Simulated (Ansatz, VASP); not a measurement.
## Ge: VASP beside Ansatz

INCAR

```
  PREC = Accurate
  ENCUT = 520
  EDIFF = 1E-6
  ISMEAR = -1
  SIGMA = 0.05
  LREAL = F
  LASPH = T
  NELM = 80
  ALGO = Normal
  ISIF = 2
  LWAVE = F
  LCHARG = F
  GGA = PE
  NBANDS = 21
```

KPOINTS

```
Automatic mesh
0
Gamma
  6 6 6
```

Contents of POSCAR:

```
Ge
1.0
    0.0000000000      2.8979348588      2.8979348588
    2.8979348588      0.0000000000      2.8979348588
    2.8979348588      2.8979348588      0.0000000000
Ge
2
Direct
    0.0000000000      0.0000000000      0.0000000000
    0.2500000000      0.2500000000      0.2500000000
```

Input for Ansatz:

```yaml
crystal:
  lattice:
    - [0.0, 2.8979348587534344, 2.8979348587534344]
    - [2.8979348587534344, 0.0, 2.8979348587534344]
    - [2.8979348587534344, 2.8979348587534344, 0.0]
  atoms:
    - { symbol: Ge, position: [0.0, 0.0, 0.0] }
    - { symbol: Ge, position: [0.25, 0.25, 0.25] }
basis:
  ecutwfc: 500.0
kpoints:
  mp_grid:
    grid: [6, 6, 6]
hamiltonian:
  xc: pbe
scf:
  occupations:
    method: fermi_dirac
    width: 0.05
output:
  stress: true
```

Alike in both runs: task single point; functional PBE; k mesh 6 × 6 × 6; occupations fermi-dirac, width 0.05 eV; no spin polarisation.

|  | VASP | Ansatz |
| --- | --- | --- |
| version | VASP 6.6.1 | Ansatz 0.2.0 |
| potentials or method | VASP PAW PBE potentials, release 64 (Ge_d) | plane waves, PAW |
| plane-wave cutoff (eV) | 520 | 500 |
| valence electrons in the cell | 28 | 28 |

|  | VASP | Ansatz | Ansatz less VASP |
| --- | --- | --- | --- |
| pressure (GPa) | -0.9 | -0.9 | +0.04 |
